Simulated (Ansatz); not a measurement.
## SiC at 5 GPa: from Born charge to LO–TO splitting and polaron coupling

All numbers below come from DFT PBEsol, scalar-relativistic, plane waves, PAW (Ansatz 0.2.0). Cutoff 420 eV, 12×12×12 k-points (Γ-centred), fixed occupations. No spin polarisation. Phonons by linear response, acoustic sum rule imposed.

The cell, relaxed at 5 GPa:
Space group F-43m (No. 216). a = 4.326 Å, b = 4.326 Å, c = 4.326 Å, α = 90.00°, β = 90.00°, γ = 90.00°
```csv
atom,site,symmetry,x,y,z
Si,4a,-43m,0.0000,0.0000,0.0000
C,4c,-43m,0.2500,0.2500,0.2500
```

Linear response gives ν_TO = 806.1 cm⁻¹, Born charges ±2.734 e (positive on Si) and ε∞ = 7.001. The primitive cell holds 20.233 Å³, and the masses are 28.085 and 12.011 amu.

Task: Find ν_LO and the static dielectric constant.

Result: The long-wave field adds a restoring force: ω_LO² − ω_TO² = Z*²e²/(ε_vac ε∞ μV). In these units ν_LO² − ν_TO² = 4.92064×10⁷ Z*²/(μ V ε∞) cm⁻², with μ = m₁m₂/(m₁ + m₂) = 8.413 amu: 308703 cm⁻². So ν_LO = √(806.1² + 308703) = 979.0 cm⁻¹, and the run gives 979.0. Lyddane–Sachs–Teller then gives ε0 = ε∞ (ν_LO/ν_TO)² = 10.33, against 10.33 in the run (it forms both from the same three quantities, so the match checks the arithmetic only). Between ν_TO and ν_LO the dielectric function is negative and an undamped crystal reflects fully: a reststrahlen band from 10.2 to 12.4 μm.

Task: What do the Clausius–Mossotti polarisability and the Szigeti charge come to?

Result: With the Lorentz local field, α = (3V/4π)(ε∞ − 1)/(ε∞ + 2) = 3.22 Å³ for the pair, and e_S = 3Z*/(ε∞ + 2) = 0.91 e. The Born charge includes the electrons' response to the dipole's own local field, and e_S takes that enhancement out. The Lorentz field assumes point-like polarisable ions, a poor picture once ε∞ is this large, since the electron clouds then overlap or are shared, so both numbers are formal here.

Task: How strongly does a slow electron couple to the LO mode?

Result: For one isotropic parabolic band, Fröhlich's constant is α_F = (1/ε∞ − 1/ε0) √(m* Ry/ħω_LO), with Ry = 13.606 eV, ħω_LO = 121.4 meV and m* in free-electron masses: α_F = 0.0460 × 10.59 × √m* = 0.49 √m*. The band mass isn't part of this run; for m* = 0.1, 0.3 and 1 it gives 0.15, 0.27, 0.49. In weak coupling the polaron lies α_F ħω_LO below the band edge (32 meV at m* = 0.3) with a mass m*(1 + α_F/6); past α_F of about 5 or 6 that expansion fails. A semilocal functional's ε∞ tends to be too large, which taken alone lowers α_F.

Cost: 1 run of about 0.45 core-minutes, on AMD EPYC 7R43 (Zen 3) (shared hosts).

SiC combines a wide LO–TO splitting with weak polaron coupling, and both follow from stiff, polar covalent bonds. The Born charge of 2.734 e is not a static ionic charge. Carbon's greater electronegativity polarises the sp³ bonds, and displacing the sublattices shifts bond charge between the atoms, which adds to the dipole. The light carbon atom raises both mode frequencies and so widens their absolute separation, but the mass cancels in their ratio and leaves the static dielectric constant untouched. That constant depends on the dynamical charge set against the short-range restoring force. Because the bonds resist displacement, the lattice adds less to the screening than the electrons do, with ε∞ = 7.001 out of ε0 = 10.33. This modest ionic share and the high LO frequency keep α_F below one for all three trial masses, which points to large, weakly dressed polarons rather than self-trapping by the polar mode. Electrons in cubic SiC occupy anisotropic valleys near X, so a single mass cannot describe the directional dependence of their polaron mass.
